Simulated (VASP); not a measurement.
# Metal contacts to MgO (001), metal over oxygen

Where does the Fermi level of Au, Pd, Pt, W, V and Cr fall in the gap of MgO?

Method: PBEsol; plane waves and PAW (Mg, O), in the first sound run; inputs show where later runs differ, in VASP 6.6.1.

### 1. The starting structure

It takes space group Fm-3m (No. 225, cubic). Conventional cell: a = 4.210 Å, b = 4.210 Å, c = 4.210 Å, α = 90.00°, β = 90.00°, γ = 90.00°. Mg has 6 O at 2.10 Å nearest. Nearest to O lie 6 Mg at 2.10 Å. Farther neighbours and most contacts between anions are not listed.

Coordinates:

```cif
data_structure
_symmetry_space_group_name_H-M 'P 1'
_symmetry_Int_Tables_number 1
_cell_length_a 2.9766
_cell_length_b 2.9766
_cell_length_c 4.2095
_cell_angle_alpha 90.000
_cell_angle_beta 90.000
_cell_angle_gamma 90.000
_cell_volume 37.30
loop_
_atom_site_label
_atom_site_type_symbol
_atom_site_fract_x
_atom_site_fract_y
_atom_site_fract_z
_atom_site_occupancy
Mg1 Mg 0.00000 0.00000 0.00000 1
Mg2 Mg 0.50000 0.50000 0.50000 1
O3 O 0.50000 0.50000 0.00000 1
O4 O 0.00000 0.00000 0.50000 1
```

### 2. Bulk band edges, PBEsol

A bulk run places the substrate's levels against the mean potential at its cores.

Level: PBEsol; plane waves and PAW (Mg, O).

Input file INCAR:

```
SYSTEM = MgO
PREC = Accurate
ENCUT = 520
EDIFF = 1E-06
NELM = 100
ISMEAR = 0
SIGMA = 0.02
LREAL = .FALSE.
ALGO = Normal
GGA = PS
NBANDS = 13
LASPH = .TRUE.
LWAVE = .FALSE.
LCHARG = .FALSE.
KPAR = 16
```

Input file POSCAR:

```
MgO
1.0
    2.9766057649      0.0000000000      0.0000000000
    0.0000000000      2.9766057649      0.0000000000
    0.0000000000      0.0000000000      4.2095120422
Mg O
2 2
Direct
    0.0000000000      0.0000000000      0.0000000000
    0.5000000000      0.5000000000      0.5000000000
    0.5000000000      0.5000000000      0.0000000000
    0.0000000000      0.0000000000      0.5000000000
```

Input file KPOINTS:

```
Automatic mesh
0
Gamma
9 9 6
0 0 0
```

PAW data sets: Mg and O (PBE family, release 64).

Launch:

```bash
mpirun -np 16 vasp_std
```

The log of the run:

```text
[banner, memory and clock lines left out]
running   16 mpi-ranks, on    1 nodes
[...]
|                                                                             |
|           W    W    AA    RRRRR   N    N  II  N    N   GGGG   !!!           |
|           W    W   A  A   R    R  NN   N  II  NN   N  G    G  !!!           |
|           W    W  A    A  R    R  N N  N  II  N N  N  G       !!!           |
|           W WW W  AAAAAA  RRRRR   N  N N  II  N  N N  G  GGG   !            |
|           WW  WW  A    A  R   R   N   NN  II  N   NN  G    G                |
|           W    W  A    A  R    R  N    N  II  N    N   GGGG   !!!           |
|                                                                             |
|     For optimal performance we recommend to set                             |
|       NCORE = 2 up to number-of-cores-per-socket                            |
|     NCORE specifies how many cores store one orbital (NPAR=cpu/NCORE).      |
|     This setting can greatly improve the performance of VASP for DFT.       |
[...]
|                                                                             |
|     You enforced a specific xc type in the INCAR file but a different       |
|     [... a line on the potential file left out ...]
|     I HOPE YOU KNOW WHAT YOU ARE DOING!                                     |
|                                                                             |

 LDA part: xc-table for (Slater+PW92), standard interpolation
 POSCAR, INCAR and KPOINTS ok, starting setup
[...]
entering main loop
       N       E                     dE             d eps       ncg     rms          rms(c)
DAV:   1     0.559825979339E+02    0.55983E+02   -0.82723E+03  1696   0.111E+03
DAV:   2    -0.244203888540E+02   -0.80403E+02   -0.73578E+02  2064   0.224E+02
DAV:   3    -0.277827506665E+02   -0.33624E+01   -0.33473E+01  1935   0.460E+01
DAV:   4    -0.277970237160E+02   -0.14273E-01   -0.14271E-01  1710   0.356E+00
[...]
DAV:   9    -0.250248655289E+02    0.13678E-02   -0.28242E-03  1875   0.543E-01    0.104E-01
DAV:  10    -0.250249265486E+02   -0.61020E-04   -0.33519E-04  1680   0.158E-01    0.117E-02
DAV:  11    -0.250249270255E+02   -0.47689E-06   -0.17070E-06  1566   0.137E-02
   1 F= -.25024927E+02 E0= -.25024927E+02  d E =-.567078E-12
```

Run time: 6 s. Hardware: 16 MPI ranks of AMD EPYC 7R43, shared host; peak memory 2.1 GiB.

The logs omit lines about the potential files and the build; timing stands in the text.

OUTCAR, selected parts (step 2):

```text
  Total       -0.0109220     -0.0109220     -0.0115853      0.0000000      0.0000000     -0.0000000
  in kB       -0.4691786     -0.4691786     -0.4976715      0.0000000      0.0000000     -0.0000000
  external PRESSURE =      -0.4786762 kB  Pullay stress =       0.0000000 kB

 POSITION                                       TOTAL-FORCE (eV/Angst)
 -----------------------------------------------------------------------------------
      0.00000      0.00000      0.00000         0.000000      0.000000      0.000000
      1.48830      1.48830      2.10476        -0.000000     -0.000000      0.000000
      1.48830      1.48830      0.00000        -0.000000     -0.000000     -0.000000
      0.00000      0.00000      2.10476         0.000000      0.000000      0.000000
 -----------------------------------------------------------------------------------
    total drift:                                0.000000     -0.000000     -0.000000

  FREE ENERGIE OF THE ION-ELECTRON SYSTEM (eV)
  ---------------------------------------------------
  free  energy   TOTEN  =       -25.0249270255 eV

  energy  without entropy=      -25.0249270255  energy(sigma->0) =      -25.02492703

[... 3 further parts left out ...]
[key lines of the parts left out:]
E-fermi :   3.1676
```

Read from the output:

```
energy(sigma→0) of the program : -25.0249 eV
stress, compression positive   : xx, yy, zz -0.05, -0.05, -0.05 GPa
```

The run ends at a pressure of -0.05 GPa.

### 3. Bulk band edges, HSE06

At this level only the shift of the substrate's edges against the mean potential of the cell is used.

This step took 2 runs, the first refused by the program; the last is shown.

Level: HSE06; plane waves and PAW (Mg, O).

Input file INCAR:

```
SYSTEM = MgO
PREC = Accurate
ENCUT = 520
EDIFF = 1E-06
NELM = 100
ISMEAR = 0
SIGMA = 0.02
LREAL = .FALSE.
ALGO = Normal
LHFCALC = .TRUE.
AEXX = 0.25
GGA = PE
HFSCREEN = 0.2
LASPH = .TRUE.
NBANDS = 13
PRECFOCK = Fast
LWAVE = .FALSE.
LCHARG = .FALSE.
KPAR = 8
SYMPREC = 1E-04
```

POSCAR is that of step 2.

Input file KPOINTS:

```
Automatic mesh
0
Gamma
5 5 3
0 0 0
```

Launch:

```bash
mpirun -np 16 vasp_std
```

The log of the run:

```text
[banner, memory and clock lines left out]
running   16 mpi-ranks, on    1 nodes
[...]
[... a notice as in an earlier step ...]

 LDA part: xc-table for (Slater+PW92), standard interpolation
|                                                                             |
|           W    W    AA    RRRRR   N    N  II  N    N   GGGG   !!!           |
|           W    W   A  A   R    R  NN   N  II  NN   N  G    G  !!!           |
|           W    W  A    A  R    R  N N  N  II  N N  N  G       !!!           |
|           W WW W  AAAAAA  RRRRR   N  N N  II  N  N N  G  GGG   !            |
|           WW  WW  A    A  R   R   N   NN  II  N   NN  G    G                |
|           W    W  A    A  R    R  N    N  II  N    N   GGGG   !!!           |
|                                                                             |
|     The number of bands has been changed from the values supplied in        |
|     The orbitals not found in the WAVECAR file will be initialized with     |
|     random numbers, which is usually adequate. For correlated               |
|     calculations, however, you should redo the groundstate calculation.     |
|     I found NBANDS = 13. Now, NBANDS = 14.                                  |
|                                                                             |

 found WAVECAR, reading the header
  number of bands has changed, file:    13 present:    14
  trying to continue reading WAVECAR, but it might fail
 POSCAR, INCAR and KPOINTS ok, starting setup
[...]
reading WAVECAR
 random initialization beyond band           13
 the WAVECAR file was read successfully
 initial charge from wavefunction
 entering main loop
       N       E                     dE             d eps       ncg     rms          rms(c)
DAV:   1    -0.284750569158E+02   -0.28475E+02   -0.33328E-01   372   0.622E+00    0.811E-01
DAV:   2    -0.284641417817E+02    0.10915E-01   -0.56116E-02   366   0.209E+00    0.380E-01
DAV:   3    -0.284618269082E+02    0.23149E-02   -0.13913E-02   396   0.963E-01    0.252E-01
DAV:   4    -0.284619069691E+02   -0.80061E-04   -0.49095E-04   426   0.170E-01    0.167E-01
DAV:   5    -0.284616710188E+02    0.23595E-03   -0.21648E-04   432   0.156E-01    0.818E-02
DAV:   6    -0.284616305866E+02    0.40432E-04   -0.50691E-05   432   0.767E-02    0.431E-02
DAV:   7    -0.284616137821E+02    0.16805E-04   -0.51309E-06   426   0.263E-02    0.258E-02
DAV:   8    -0.284616083850E+02    0.53971E-05   -0.31717E-06   414   0.179E-02    0.160E-02
DAV:   9    -0.284616074844E+02    0.90063E-06   -0.79876E-07   288   0.101E-02
   1 F= -.28461607E+02 E0= -.28461607E+02  d E =-.907931E-24
```

Run time: 37 s. Hardware: 16 MPI ranks; peak memory 3.1 GiB; 8.6 min of CPU time.

Parts of OUTCAR (step 3):

```text
  LATTYP: Found a simple tetragonal cell.
 ALAT       =     2.9766057649
 C/A-ratio  =     1.4141987131

 Subroutine GETGRP returns: Found 16 space group operations
 (whereof 16 operations were pure point group operations)

The static configuration has the point symmetry D_4h.

 Found     12 irreducible k-points:

   k-points           NKPTS =     12   k-points in BZ     NKDIM =     75   number of bands    NBANDS=     14

   dimension x,y,z NGX =    24 NGY =   24 NGZ =   32
   dimension x,y,z NGXF=    48 NGYF=   48 NGZF=   64

   ENCUT  =  520.0 eV  38.22 Ry    6.18 a.u.   5.53  5.53  7.83*2*pi/ulx,y,z

   NELECT =      16.0000    total number of electrons

  exchange ACFDT corr.  =         0.00000000  see jH, gK, PRB 81, 115126

 E-fermi :   2.0776

 k-point     1 :       0.0000    0.0000    0.0000
  band No.  band energies     occupation
    ...
      4       0.4667      2.00000
      5       0.4667      2.00000
      6       1.9392      2.00000
      7       1.9397      2.00000
      8       1.9397      2.00000
      9       8.4218      0.00000
     10      12.8172      0.00000
     11      13.8316      0.00000
     12      17.3431      0.00000
     13      19.7269      0.00000
    ...

 k-point     2 :       0.2000    0.0000    0.0000
  band No.  band energies     occupation
    ...
      4      -0.5708      2.00000
      5       0.5240      2.00000
      6       0.6122      2.00000
      7       1.5791      2.00000
      8       1.8099      2.00000
      9       9.8931      0.00000
     10      13.6439      0.00000
     11      15.1932      0.00000
     12      16.8839      0.00000
     13      17.3545      0.00000
    ...

 POSITION                                       TOTAL-FORCE (eV/Angst)
 -----------------------------------------------------------------------------------
      0.00000      0.00000      0.00000        -0.000000      0.000000      0.000000
      1.48830      1.48830      2.10476         0.000000     -0.000000      0.000000
      1.48830      1.48830      0.00000        -0.000000      0.000000      0.000000
      0.00000      0.00000      2.10476        -0.000000      0.000000      0.000000
 -----------------------------------------------------------------------------------
    total drift:                               -0.001142      0.001151     -0.000086

  FREE ENERGIE OF THE ION-ELECTRON SYSTEM (eV)
  ---------------------------------------------------
  free  energy   TOTEN  =       -28.4616074844 eV

  energy  without entropy=      -28.4616074844  energy(sigma->0) =      -28.46160748

[... 1 part as in an earlier step ...]

[... 7 further parts left out ...]
```

Numbers from this step:

```
energy(sigma→0) of the program : -28.4616 eV
```

### 4. Relax the partner on the substrate's cell, PBEsol

One member in full, Pt: held to the substrate's in-plane cell, its height is moved until the normal stress is near zero, five times at most.

This step took 5 runs, each at a new trial strain with the atoms of the one before; the last is shown.

Level: PBEsol; plane waves and PAW (Pt).

System, named by how it was started: Pt. It takes space group I4/mmm (No. 139, tetragonal). Conventional cell: a = 2.977 Å, b = 2.977 Å, c = 3.474 Å, α = 90.00°, β = 90.00°, γ = 90.00°. Nearest to Pt lie 12 Pt at 2.73 to 2.98 Å.

Input file INCAR:

```
SYSTEM = Pt
PREC = Accurate
ENCUT = 520
EDIFF = 1E-07
NELM = 120
ISMEAR = 1
SIGMA = 0.1
LREAL = .FALSE.
ALGO = Normal
GGA = PS
NBANDS = 16
LASPH = .TRUE.
LORBIT = 11
LWAVE = .FALSE.
LCHARG = .FALSE.
KPAR = 4
IBRION = 1
NSW = 25
ISIF = 2
EDIFFG = -0.004
POTIM = 0.3
```

Input file POSCAR:

```
Pt
1.0
    2.9766057650      0.0000000000      0.0000000000
    0.0000000000      2.9766057650      0.0000000000
    0.0000000000      0.0000000000      3.4736701990
Pt
2
Direct
    0.0000000000      0.0000000000      0.0000000000
    0.5000000000      0.5000000000      0.5000000000
```

Input file KPOINTS:

```
Automatic mesh
0
Gamma
12 12 9
0 0 0
```

PAW data sets: Pt (PBE family, release 64).

Launch:

```bash
mpirun -np 4 vasp_std
```

The log of the run:

```text
[banner, memory and clock lines left out]
running    4 mpi-ranks, on    1 nodes
[...]
[... a notice as in an earlier step ...]

 LDA part: xc-table for (Slater+PW92), standard interpolation
 POSCAR, INCAR and KPOINTS ok, starting setup
[...]
entering main loop
       N       E                     dE             d eps       ncg     rms          rms(c)
DAV:   1     0.100714324591E+03    0.10071E+03   -0.10358E+04  4560   0.119E+03
DAV:   2    -0.131274102916E+02   -0.11384E+03   -0.10845E+03  5008   0.253E+02
DAV:   3    -0.146734216575E+02   -0.15460E+01   -0.15337E+01  5744   0.306E+01
DAV:   4    -0.146812952029E+02   -0.78735E-02   -0.78732E-02  5536   0.224E+00
[...]
DAV:  10    -0.137952691033E+02   -0.93359E-05   -0.57770E-06  5920   0.159E-02    0.574E-03
DAV:  11    -0.137952702245E+02   -0.11213E-05   -0.31203E-07  5568   0.448E-03    0.192E-03
DAV:  12    -0.137952702723E+02   -0.47722E-07   -0.27851E-09  3320   0.501E-04
   1 F= -.13795270E+02 E0= -.13795468E+02  d E =-.137953E+02
 BRION: g(F)=  0.111E-60 g(S)=  0.000E+00
 reached required accuracy - stopping structural energy minimisation
```

Elapsed: 26 s, on 4 MPI ranks; peak memory 0.58 GiB.

OUTCAR, selected parts (step 4):

```text
  Total       -1.3791383     -1.3791383      0.0000548      0.0000000      0.0000000     -0.0000000
  in kB      -71.7938400    -71.7938400      0.0028518      0.0000000      0.0000000     -0.0000000
  external PRESSURE =     -47.8616094 kB  Pullay stress =       0.0000000 kB

 POSITION                                       TOTAL-FORCE (eV/Angst)
 -----------------------------------------------------------------------------------
      0.00000      0.00000      0.00000         0.000000     -0.000000      0.000000
      1.48830      1.48830      1.73684        -0.000000      0.000000     -0.000000
 -----------------------------------------------------------------------------------
    total drift:                                0.000000      0.000000     -0.000000

  FREE ENERGIE OF THE ION-ELECTRON SYSTEM (eV)
  ---------------------------------------------------
  free  energy   TOTEN  =       -13.7952702723 eV

  energy  without entropy=      -13.7958636291  energy(sigma->0) =      -13.79546806

 reached required accuracy - stopping structural energy minimisation

[... 3 further parts left out ...]
[key lines of the parts left out:]
E-fermi :  10.5507
```

Numbers from this step:

| Property | Result |
| --- | --- |
| energy(sigma→0) of the program | -13.7955 eV |
| stress, compression positive | xx, yy, zz -7.18, -7.18, 0.00 GPa |
| ionic steps | 1 |

### 5. Bulk band edges, PBEsol

A bulk run places the partner's levels against the mean potential at its cores. For a metal the barrier needs only the Fermi level of the interface cell; this run checks the strained metal.

Level: PBEsol; plane waves and PAW (Pt).

Input file INCAR:

```
SYSTEM = Pt
PREC = Accurate
ENCUT = 520
EDIFF = 1E-06
NELM = 100
ISMEAR = 1
SIGMA = 0.1
LREAL = .FALSE.
ALGO = Normal
GGA = PS
NBANDS = 14
LASPH = .TRUE.
LWAVE = .FALSE.
LCHARG = .FALSE.
KPAR = 4
```

POSCAR is that of step 4.

KPOINTS is that of step 4.

Launch:

```bash
mpirun -np 4 vasp_std
```

The log of the run:

```text
[... set-up lines as in an earlier step ...]
 entering main loop
       N       E                     dE             d eps       ncg     rms          rms(c)
DAV:   1     0.104228803131E+03    0.10423E+03   -0.10435E+04  4016   0.136E+03
DAV:   2    -0.127416244173E+02   -0.11697E+03   -0.11166E+03  4478   0.277E+02
DAV:   3    -0.146709189892E+02   -0.19293E+01   -0.18952E+01  4514   0.370E+01
DAV:   4    -0.146812774758E+02   -0.10358E-01   -0.10358E-01  4406   0.283E+00
[...]
DAV:  10    -0.137952689666E+02   -0.94544E-05   -0.48748E-06  4442   0.164E-02    0.648E-03
DAV:  11    -0.137952702361E+02   -0.12695E-05   -0.33337E-07  2260   0.521E-03    0.176E-03
DAV:  12    -0.137952702643E+02   -0.28195E-07   -0.20636E-08  2092   0.133E-03
   1 F= -.13795270E+02 E0= -.13795468E+02  d E =0.593358E-03
```

The job ended after 23 s (4 MPI ranks; peak memory 0.59 GiB).

Parts of OUTCAR (step 5):

```text
  Total       -1.3788411     -1.3788411      0.0003774      0.0000000     -0.0000000     -0.0000000
  in kB      -71.7783659    -71.7783659      0.0196451      0.0000000     -0.0000000     -0.0000000
  external PRESSURE =     -47.8456956 kB  Pullay stress =       0.0000000 kB

  FREE ENERGIE OF THE ION-ELECTRON SYSTEM (eV)
  ---------------------------------------------------
  free  energy   TOTEN  =       -13.7952702643 eV

  energy  without entropy=      -13.7958636227  energy(sigma->0) =      -13.79546805

[... 2 parts as in an earlier step ...]

[... 2 further parts left out ...]
[key lines of the parts left out:]
E-fermi :  10.5507
```

This run gave:

- energy(sigma→0) of the program: -13.7955 eV
- stress, compression positive: xx, yy, zz -7.18, -7.18, 0.00 GPa

The run ends at a pressure of -4.78 GPa.

(Part 1 of 2 ends here.)

[Lines on the potential files, build, host, timing and source positions are cut from VASP's logs without a mark.]

[Logs are printed without paths, hosts, clocks, repeated set-up lines and the standing remarks that a program may print on its own settings, such as how far it seeks lower states.]

[Hosts, paths, dates, database ids (printed as entryN), source tags and the programs' standing remarks are cut or masked in the printed files.]

[In band tables of VASP the shares of atoms and orbitals are scaled to a sum of 1 inside the atoms' spheres.]
